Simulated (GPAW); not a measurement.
# MgS (Niningerite) (Fm-3m) in GPAW: a series of runs

The runs below take MgS (Niningerite) through band structure, single point, with PBE, LDA, BEEF-vdW, revTPSS, TB-mBJ.

Everything below comes from runs of GPAW 26.7.0. Logs are shortened: lines on timing, memory, paths and dates and some standing lists are left out, and cuts for length are marked. The log counts tension as positive stress, the text compression.

## 1. The crystal as given

The structure is cubic, space group Fm-3m (No. 225). The conventional cell has a = 5.203 Å, b = 5.203 Å, c = 5.203 Å, α = 90.00°, β = 90.00°, γ = 90.00°. Around S (site symmetry m-3m) lie 6 Mg at 2.60 Å. Mg (site symmetry m-3m) has 6 S at 2.60 Å as nearest neighbours.

## 2. Band structure, PBE

run.py

```python
from ase.dft.bandgap import bandgap
from ase.io import write
from ase.spacegroup import crystal
from gpaw import GPAW

# S 4b
# Mg 4a
atoms = crystal(['S', 'Mg'],
                basis=[[0.5, 0.0, 0.0],
                       [0.0, 0.0, 0.0]],
                spacegroup=225, setting=1,  # Fm-3m
                cellpar=[5.2033, 5.2033, 5.2033, 90.0, 90.0, 90.0],
                primitive_cell=True)

calc = GPAW(mode='lcao',
            h=0.2,
            basis='szp(dzp)',
            xc='PBE',
            kpts={'size': (7, 7, 7), 'gamma': True},
            occupations={'name': 'fermi-dirac', 'width': 0.05},
            convergence={'density': 1e-05, 'energy': 1e-05},
            maxiter=150,
            txt='gpaw.txt')
atoms.calc = calc
energy = atoms.get_potential_energy()
forces = atoms.get_forces()
calc.write('gs.gpw')
write('result.traj', atoms)
print(f'Energy: {energy:.6f} eV')
print('Forces (eV/A):')
print(forces.round(4))
print('Fermi level:', round(calc.get_fermi_level(), 4), 'eV')
print(f'Gap: {bandgap(calc)[0]:.4f} eV, direct: {bandgap(calc, direct=True)[0]:.4f} eV')

path = atoms.cell.bandpath('GXWKGLUWLK,UX', npoints=100, eps=1e-4)
bs_calc = calc.fixed_density(kpts=path, symmetry='off', txt='bands.txt')
bs = bs_calc.band_structure()
bs.write('bs.json')
print(f'Gap on the path: {bandgap(bs_calc)[0]:.4f} eV')
```

Potentials or basis: GPAW PAW data sets (gpaw-data 1.2.1), lcao:szp(dzp).

Started as:

```
$ OMP_NUM_THREADS=1 python run.py
```

gpaw.txt:

```text
__  _  _
 | _ |_)|_||  |
 |__||  | ||/\| - 26.7.0

Input parameters:
  mode=LCAO(),
  basis={'default': 'szp(dzp)'},
  convergence={'density': 1e-05, 'energy': 1e-05},
  h=0.2,
  kpts=MonkhorstPack(size=(7, 7, 7), gamma=True),
  maxiter=150,
  occupations=Occupations(name='fermi-dirac', width=0.05),
  xc=XC(name='PBE')

               S

       Mg

Atoms  # Å, Bohr magnetons
|   | symbol |        x |        y |        z |    initial magnetic moments |
|---|--------|----------|----------|----------|-----------------------------|
| 0 |      S | 2.601650 | 2.601650 | 2.601650 | ( 0.0000,  0.0000,  0.0000) |
| 1 |     Mg | 0.000000 | 0.000000 | 0.000000 | ( 0.0000,  0.0000,  0.0000) |

Unit cell  # Å
| periodic |        x |        y |        z |  lengths |    angles |
|----------|----------|----------|----------|----------|-----------|
|      yes | 0.000000 | 2.601650 | 2.601650 | 3.679289 | 60.000000 |
|      yes | 2.601650 | 0.000000 | 2.601650 | 3.679289 | 60.000000 |
|      yes | 2.601650 | 2.601650 | 0.000000 | 3.679289 | 60.000000 |

Number of symmetries: 48
Symmetry operations  # r_c * U_cc + t_c -> r_c
|    | kind |            matrix            |
|----|------|------------------------------|
|  0 |  σ   |  1, 0, 0,  1, 0,-1,  1,-1, 0 |
|  1 |  C2  |  1, 0, 0,  1,-1, 0,  1, 0,-1 |
|  2 |  E   |  1, 0, 0,  0, 1, 0,  0, 0, 1 |
|  3 |  σ   |  1, 0, 0,  0, 0, 1,  0, 1, 0 |
|  4 |  C4  |  1, 0,-1,  1, 0, 0,  1,-1, 0 |
|  5 |  S6  |  1, 0,-1,  1,-1, 0,  1, 0, 0 |
|  6 |  σ   |  1, 0,-1,  0, 1,-1,  0, 0,-1 |
|  7 |  C3  |  1, 0,-1,  0, 0,-1,  0, 1,-1 |
|  8 |  S6  |  1,-1, 0,  1, 0, 0,  1, 0,-1 |
|  9 |  C4  |  1,-1, 0,  1, 0,-1,  1, 0, 0 |
| 10 |  C3  |  1,-1, 0,  0,-1, 1,  0,-1, 0 |
| 11 |  σ   |  1,-1, 0,  0,-1, 0,  0,-1, 1 |
| 12 |  σ   |  0, 1, 0,  1, 0, 0,  0, 0, 1 |
| 13 |  C4  |  0, 1, 0,  0, 1,-1, -1, 1, 0 |
| 14 |  C3  |  0, 1, 0,  0, 0, 1,  1, 0, 0 |
| 15 |  S6  |  0, 1, 0, -1, 1, 0,  0, 1,-1 |
| 16 |  C2  |  0, 1,-1,  1, 0,-1,  0, 0,-1 |
[... 17 lines left out ...]
| 34 |  S4  |  0,-1, 0,  0,-1, 1,  1,-1, 0 |
| 35 |  C2  |  0,-1, 0, -1, 0, 0,  0, 0,-1 |
| 36 |  C2  | -1, 1, 0,  0, 1, 0,  0, 1,-1 |
| 37 |  S6  | -1, 1, 0,  0, 1,-1,  0, 1, 0 |
| 38 |  S4  | -1, 1, 0, -1, 0, 1, -1, 0, 0 |
| 39 |  C3  | -1, 1, 0, -1, 0, 0, -1, 0, 1 |
| 40 |  S6  | -1, 0, 1,  0, 0, 1,  0,-1, 1 |
| 41 |  C2  | -1, 0, 1,  0,-1, 1,  0, 0, 1 |
| 42 |  C3  | -1, 0, 1, -1, 1, 0, -1, 0, 0 |
| 43 |  S4  | -1, 0, 1, -1, 0, 0, -1, 1, 0 |
| 44 |  C2  | -1, 0, 0,  0, 0,-1,  0,-1, 0 |
| 45 |  i   | -1, 0, 0,  0,-1, 0,  0, 0,-1 |
| 46 |  σ   | -1, 0, 0, -1, 1, 0, -1, 0, 1 |
| 47 |  C2  | -1, 0, 0, -1, 0, 1, -1, 1, 0 |

BZ-sampling:
  Number of BZ points: 343
  Number of IBZ points: 20

  Monkhorst-Pack size: [7, 7, 7]
  Monkhorst-Pack shift: [0, 0, 0]

K-points  # in reciprocal-cell coordinates
|     |                                coordinates |     weight |
|-----|--------------------------------------------|------------|
|   0 | (  0.00000000,   0.00000000,   0.00000000) | 0.00291545 |
|   1 | (  0.14285714,   0.14285714,   0.00000000) | 0.01749271 |
|   2 | (  0.14285714,   0.14285714,   0.14285714) | 0.02332362 |
|   3 | (  0.28571429,   0.14285714,   0.14285714) | 0.03498542 |
|   4 | (  0.28571429,   0.28571429,   0.00000000) | 0.01749271 |
|   5 | (  0.28571429,   0.28571429,   0.14285714) | 0.06997085 |
|   6 | (  0.28571429,   0.28571429,   0.28571429) | 0.02332362 |
|   7 | (  0.42857143,  -0.28571429,  -0.28571429) | 0.03498542 |
|   8 | (  0.42857143,   0.28571429,  -0.42857143) | 0.13994169 |
|   9 | (  0.42857143,   0.28571429,  -0.28571429) | 0.06997085 |
| ... |                                            |            |
|  19 | (  0.42857143,   0.42857143,   0.42857143) | 0.02332362 |

basis functions: 20
Spin-components: 1 (collinear spins)
Bands:           12
Projectors:      10
Spin-degeneracy: 2
Datatype:        <class 'complex'>

Parallelization:
  kpt:    1
  domain: 1
  band:   1

Density:
  Valence electrons: 16.0
  Components: 1
  Grid points: [16 16 16]
  Charge: 0.0  # |e|

Potential:
  Grid points: [16 16 16]

species:
  S:
    name:    Sulfur
    Z:       16.0
    valence: 6
    core:    10
    charge:  0.0  # [|e|]
    compensation charges:
      type: gauss
      rc: 0.24  # [Å]
      lmax: 2
    cutoffs:
      filter: 1.77  # [Å]
      core: 1.66  # [Å]
    projectors
    | kind |    occ | energy [eV] | rcut [Å] |
    |------|--------|-------------|----------|
    |   3s |  2.000 |     -17.254 |    0.974 |
    |   3p |  4.000 |      -7.008 |    0.979 |
    |    s |        |       9.957 |    0.974 |
    |    p |        |      20.203 |    0.979 |
    |    d |        |       0.000 |    0.900 |

    LCAO basis set for S:
      Name: szp(dzp)
      File: <dir>
      Number of radial functions: 3
      Number of spherical harmonics: 9
        l=0, rc=5.5156 Bohr: 3s-sz confined orbital
        l=1, rc=6.9375 Bohr: 3p-sz confined orbital
        l=2, rc=6.9375 Bohr: d-type Gaussian polarization
      Number of RI-basis functions 0

  Mg:
    name:    Magnesium
    Z:       12.0
    valence: 10
    core:    2
    charge:  0.0  # [|e|]
    compensation charges:
      type: gauss
      rc: 0.33  # [Å]
      lmax: 2
    cutoffs:
      filter: 1.86  # [Å]
      core: 0.54  # [Å]
    projectors
    | kind |    occ | energy [eV] | rcut [Å] |
    |------|--------|-------------|----------|
[... 66 lines left out ...]
|    | kind |            matrix            |
|----|------|------------------------------|
|  0 |  σ   |  1, 0, 0,  1, 0,-1,  1,-1, 0 |
|  1 |  C2  |  1, 0, 0,  1,-1, 0,  1, 0,-1 |
|  2 |  E   |  1, 0, 0,  0, 1, 0,  0, 0, 1 |
|  3 |  σ   |  1, 0, 0,  0, 0, 1,  0, 1, 0 |
|  4 |  C4  |  1, 0,-1,  1, 0, 0,  1,-1, 0 |
|  5 |  S6  |  1, 0,-1,  1,-1, 0,  1, 0, 0 |
|  6 |  σ   |  1, 0,-1,  0, 1,-1,  0, 0,-1 |
|  7 |  C3  |  1, 0,-1,  0, 0,-1,  0, 1,-1 |
|  8 |  S6  |  1,-1, 0,  1, 0, 0,  1, 0,-1 |
|  9 |  C4  |  1,-1, 0,  1, 0,-1,  1, 0, 0 |
| 10 |  C3  |  1,-1, 0,  0,-1, 1,  0,-1, 0 |
| 11 |  σ   |  1,-1, 0,  0,-1, 0,  0,-1, 1 |
| 12 |  σ   |  0, 1, 0,  1, 0, 0,  0, 0, 1 |
| 13 |  C4  |  0, 1, 0,  0, 1,-1, -1, 1, 0 |
| 14 |  C3  |  0, 1, 0,  0, 0, 1,  1, 0, 0 |
| 15 |  S6  |  0, 1, 0, -1, 1, 0,  0, 1,-1 |
| 16 |  C2  |  0, 1,-1,  1, 0,-1,  0, 0,-1 |
[... 17 lines left out ...]
| 34 |  S4  |  0,-1, 0,  0,-1, 1,  1,-1, 0 |
| 35 |  C2  |  0,-1, 0, -1, 0, 0,  0, 0,-1 |
| 36 |  C2  | -1, 1, 0,  0, 1, 0,  0, 1,-1 |
| 37 |  S6  | -1, 1, 0,  0, 1,-1,  0, 1, 0 |
| 38 |  S4  | -1, 1, 0, -1, 0, 1, -1, 0, 0 |
| 39 |  C3  | -1, 1, 0, -1, 0, 0, -1, 0, 1 |
| 40 |  S6  | -1, 0, 1,  0, 0, 1,  0,-1, 1 |
| 41 |  C2  | -1, 0, 1,  0,-1, 1,  0, 0, 1 |
| 42 |  C3  | -1, 0, 1, -1, 1, 0, -1, 0, 0 |
| 43 |  S4  | -1, 0, 1, -1, 0, 0, -1, 1, 0 |
| 44 |  C2  | -1, 0, 0,  0, 0,-1,  0,-1, 0 |
| 45 |  i   | -1, 0, 0,  0,-1, 0,  0, 0,-1 |
| 46 |  σ   | -1, 0, 0, -1, 1, 0, -1, 0, 1 |
| 47 |  C2  | -1, 0, 0, -1, 0, 1, -1, 1, 0 |

BZ-sampling:
  Number of BZ points: 343
  Number of IBZ points: 20

  Monkhorst-Pack size: [7, 7, 7]
  Monkhorst-Pack shift: [0, 0, 0]

K-points  # in reciprocal-cell coordinates
|     |                                coordinates |     weight |
|-----|--------------------------------------------|------------|
|   0 | (  0.00000000,   0.00000000,   0.00000000) | 0.00291545 |
|   1 | (  0.14285714,   0.14285714,   0.00000000) | 0.01749271 |
|   2 | (  0.14285714,   0.14285714,   0.14285714) | 0.02332362 |
|   3 | (  0.28571429,   0.14285714,   0.14285714) | 0.03498542 |
|   4 | (  0.28571429,   0.28571429,   0.00000000) | 0.01749271 |
|   5 | (  0.28571429,   0.28571429,   0.14285714) | 0.06997085 |
|   6 | (  0.28571429,   0.28571429,   0.28571429) | 0.02332362 |
|   7 | (  0.42857143,  -0.28571429,  -0.28571429) | 0.03498542 |
|   8 | (  0.42857143,   0.28571429,  -0.42857143) | 0.13994169 |
|   9 | (  0.42857143,   0.28571429,  -0.28571429) | 0.06997085 |
| ... |                                            |            |
|  19 | (  0.42857143,   0.42857143,   0.42857143) | 0.02332362 |

basis functions: 20
Spin-components: 1 (collinear spins)
Bands:           12
Projectors:      10
Spin-degeneracy: 2
Datatype:        <class 'complex'>

Parallelization:
  kpt:    1
  domain: 1
  band:   1

Density:
  Valence electrons: 16.0
  Components: 1
  Grid points: [16 16 16]
  Charge: 0.0  # |e|

Potential:
  Grid points: [16 16 16]

species:
  S:
    name:    Sulfur
    Z:       16.0
    valence: 6
    core:    10
    charge:  0.0  # [|e|]
    compensation charges:
      type: gauss
      rc: 0.24  # [Å]
      lmax: 2
    cutoffs:
      filter: 1.77  # [Å]
      core: 1.66  # [Å]
    projectors
    | kind |    occ | energy [eV] | rcut [Å] |
    |------|--------|-------------|----------|
    |   3s |  2.000 |     -17.254 |    0.974 |
    |   3p |  4.000 |      -7.008 |    0.979 |
    |    s |        |       9.957 |    0.974 |
    |    p |        |      20.203 |    0.979 |
    |    d |        |       0.000 |    0.900 |

    LCAO basis set for S:
      Name: szp(dzp)
      File: <dir>
      Number of radial functions: 3
      Number of spherical harmonics: 9
        l=0, rc=5.5156 Bohr: 3s-sz confined orbital
        l=1, rc=6.9375 Bohr: 3p-sz confined orbital
        l=2, rc=6.9375 Bohr: d-type Gaussian polarization
      Number of RI-basis functions 0

  Mg:
    name:    Magnesium
    Z:       12.0
    valence: 10
    core:    2
    charge:  0.0  # [|e|]
    compensation charges:
      type: gauss
      rc: 0.33  # [Å]
      lmax: 2
    cutoffs:
      filter: 1.86  # [Å]
      core: 0.54  # [Å]
    projectors
    | kind |    occ | energy [eV] | rcut [Å] |
    |------|--------|-------------|----------|
    |   2s |  2.000 |     -79.840 |    1.090 |
    |   3s |  2.000 |      -4.705 |    1.090 |
    |   2p |  6.000 |     -46.613 |    1.085 |
    |   3p |  0.000 |      -1.330 |    1.085 |
    |    d |        |       0.000 |    1.037 |

    LCAO basis set for Mg:
      Name: szp(dzp)
      File: <dir>
      Number of radial functions: 5
      Number of spherical harmonics: 11
        l=0, rc=2.7969 Bohr: 2s-sz confined orbital
        l=0, rc=9.2344 Bohr: 3s-sz confined orbital
        l=1, rc=3.1406 Bohr: 2p-sz confined orbital
        l=1, rc=12.7188 Bohr: 3p-sz confined orbital
        l=1, rc=9.2344 Bohr: p-type Gaussian polarization
      Number of RI-basis functions 0

Reference energy: -16307.264786  # eV

eigensolver:
  <gpaw.new.lcao.eigensolver.LCAOEigensolver object>
density mixing:
  MSR1-Mixer
  Pratt-step length: 0.05
  Maximum mixing coefficient: 0.75
  Old densities: 10
  SVD Regularization: 0.005
  Good broyden scale: 1.0
  Trust region scale: 1.0
  Backstep threshold: 4.0
  History deletion threshold: 6.0
  Fourier metric: weight=20.0, sigma=0.015

occupation numbers:
  Fermi-Dirac:
    width: 0.0500  # eV

FastPoissonSolver using
    Stencil: 12*3+1=37 point O(h^6) finite-difference Laplacian
    FFT axes: [np.int64(0), np.int64(1), np.int64(2)]
    FST axes: []

xc functional:
  name: PBE with 2 nearest neighbor stencil
interpolation: tri-quintic # 5. degree polynomial

convergence criteria:
- Maximum integral of absolute [dens]ity change: 1e-05 electrons / valence electron
- Maximum [total energy] change in last 3 cyles: 1e-05 eV / valence electron
- Maximum integral of absolute [eigenst]ate change: 4e-08 eV^2 / valence electron
maximum number of iterations: 150

SCF iterations
|iter     | |      energy | eigst |  dens |
|---------|-|-------------|-------|-------|
|iter:   1| |   -7.839089 |      c|       |
|iter:   2| |   -7.805048 |      c| -1.25 |
|iter:   3| |   -7.662581 |      c| -1.29 |
|iter:   4| |   -7.665432 |      c| -1.93 |
|iter:   5| |   -7.666023 |      c| -2.35 |
|iter:   6| |   -7.666021 |      c| -3.95 |
|iter:   7| |   -7.666021c|      c| -4.62 |
|iter:   8| |   -7.666021c|      c| -5.29c|

Converged in 8 steps
Energy contributions relative to reference atoms: (reference = -16307.264786)

Energy contributions:
  Kinetic:          12.711575
  Coulomb:         -10.291500
  Zero:              0.129243
  External:          0.000000
  Xc:              -10.215340
  Entropy:          -0.000000
  Spinorbit:         0.000000
  ----------------------------
  Free energy:      -7.666021
  Extrapolated:     -7.666021

dipole moment: (-7.518606, -7.518606, -7.518606)  # |e|*Ang

Fermi level: 5.957
Eigenvalues  # (at kpt = [0.000, 0.000, 0.000])
| band index |      eig [eV] | occ [0-2] |
|------------|---------------|-----------|
|          0 |       -70.612 |     2.000 |
|          1 |       -37.410 |     2.000 |
|          2 |       -37.409 |     2.000 |
|          3 |       -37.409 |     2.000 |
|          4 |        -7.808 |     2.000 |
|          5 |         4.923 |     2.000 |
|          6 |         4.923 |     2.000 |
|          7 |         4.924 |     2.000 |
|          8 |         8.499 |     0.000 |
|          9 |        18.291 |     0.000 |
|         10 |        18.292 |     0.000 |
|         11 |        18.292 |     0.000 |

Gap: 2.821 eV
Transition (v -> c):
  (s=0, k=0, n=7, [0.00, 0.00, 0.00]) -> (s=0, k=16, n=8, [0.43, 0.43, 0.00])
Direct/indirect transitions are different
Direct gap: 3.574 eV
Transition at: (s=0, k=0, n=7, [0.00, 0.00, 0.00])

Forces  # eV/Ang
|        x |        y |       z |
|----------|----------|---------|
| -0.00000 |  0.00000 | 0.00000 |  # S    0
|  0.00000 | -0.00000 | 0.00000 |  # Mg   1

# Writing to gs.gpw (mode='')
```

Wall time 37 s (1 thread of Arm Neoverse V2, shared host); peak memory 0.17 GiB.

The run converged, but some of its settings lie outside the range that counts as converged, so its numbers aren't taken as properties of the crystal.

Results:

| Quantity | Value |
| --- | --- |
| Free energy | -7.6660 eV |
| Band gap on the k mesh | 2.82 eV, indirect (least direct gap 3.57 eV) |
| Band gap along the path | 2.64 eV, indirect (least direct gap 3.57 eV) |

Caveat: the real-space grid adds noise to forces; the mesh misses the band edges, which the band path finds closer together; the basis of atomic orbitals isn't converged, which shifts pressures, moduli and gaps.

## 3. Band structure, LDA

run.py

```python
from ase.dft.bandgap import bandgap
from ase.io import read, write
from ase.units import GPa
from gpaw import GPAW, PW, setup_paths

setup_paths.insert(0, '.')

atoms = read('MgS.cif')

calc = GPAW(mode=PW(800),
            xc='LDA',
            kpts={'size': (7, 7, 7), 'gamma': True},
            occupations={'name': 'fermi-dirac', 'width': 0.05},
            setups={'Mg': 'jth', 'S': 'jth'},
            nbands=-8,
            convergence={'density': 1e-05, 'energy': 1e-05},
            maxiter=150,
            txt='gpaw.txt')
atoms.calc = calc
energy = atoms.get_potential_energy()
forces = atoms.get_forces()
stress = atoms.get_stress()
calc.write('gs.gpw')
write('result.traj', atoms)
print(f'Energy: {energy:.6f} eV')
print('Forces (eV/A):')
print(forces.round(4))
print('Stress (GPa):', (stress / GPa).round(3))
print('Fermi level:', round(calc.get_fermi_level(), 4), 'eV')
print(f'Gap: {bandgap(calc)[0]:.4f} eV, direct: {bandgap(calc, direct=True)[0]:.4f} eV')

path = atoms.cell.bandpath('GXWKGLUWLK,UX', npoints=60, eps=1e-4)
bs_calc = calc.fixed_density(kpts=path, symmetry='off', nbands=-17,
                             convergence={'bands': 'CBM+6.0', 'eigenstates': 1e-6}, txt='bands.txt')
bs = bs_calc.band_structure()
bs.write('bs.json')
print(f'Gap on the path: {bandgap(bs_calc)[0]:.4f} eV')
```

MgS.cif

```cif
data_MgS
_cell_length_a 3.67928871
_cell_length_b 3.67928871
_cell_length_c 3.67928871
_cell_angle_alpha 60.00000000
_cell_angle_beta 60.00000000
_cell_angle_gamma 60.00000000
_space_group_name_H-M_alt 'P1'
_space_group_name_Hall 'P 1'
_space_group_IT_number 1
loop_
_space_group_symop_operation_xyz
'x,y,z'
loop_
_atom_site_label
_atom_site_type_symbol
_atom_site_symmetry_multiplicity
_atom_site_Wyckoff_symbol
_atom_site_fract_x
_atom_site_fract_y
_atom_site_fract_z
_atom_site_occupancy
S1 S 1 a 0.5000000000 0.5000000000 0.5000000000 1
Mg1 Mg 1 a 0.0000000000 0.0000000000 0.0000000000 1
```

Potentials or basis: JTH PAW 2.0, LDA, pw.

Started as:

```
$ OMP_NUM_THREADS=1 python run.py
```

Run time: 26 s. Hardware: 1 thread of Arm Neoverse V2, shared host; peak memory 0.23 GiB.

It converged, with:

- Free energy: -9.5504 eV
- Pressure: -3.2 GPa
- Band gap on the k mesh: 2.79 eV, indirect (least direct gap 3.48 eV)
- Band gap along the path: 2.57 eV, indirect (least direct gap 3.48 eV)

Levels at the corners of the path, in eV from the valence-band top:
```
point  band 5  band 6  band 7  band 8  band 9  band 10  band 11  band 12
    Γ  -12.65    0.00    0.00    0.00    3.48     7.81     7.81     7.81
    X  -10.95   -4.24   -1.70   -1.70    2.57     4.25    11.80    12.59
    W  -10.90   -3.27   -3.27   -2.41    5.09     7.82     7.82     7.86
    K  -10.94   -3.73   -3.24   -1.38    3.72     6.57     9.51     9.92
    Γ  -12.65    0.00    0.00    0.00    3.48     7.81     7.81     7.81
    L  -11.31   -4.90   -0.59   -0.59    4.37     6.73     6.73     9.88
    U  -10.94   -3.73   -3.24   -1.38    3.72     6.57     9.51     9.92
    W  -10.90   -3.27   -3.27   -2.41    5.09     7.82     7.82     7.86
    L  -11.31   -4.90   -0.59   -0.59    4.37     6.73     6.73     9.88
    K  -10.94   -3.73   -3.24   -1.38    3.72     6.57     9.51     9.92
    U  -10.94   -3.73   -3.24   -1.38    3.72     6.57     9.51     9.92
    X  -10.95   -4.24   -1.70   -1.70    2.57     4.25    11.80    12.59
```

Caveat: the program truncates these outside data sets; the mesh misses the band edges, which the band path finds closer together.

(Continued in part 2 of 2.)
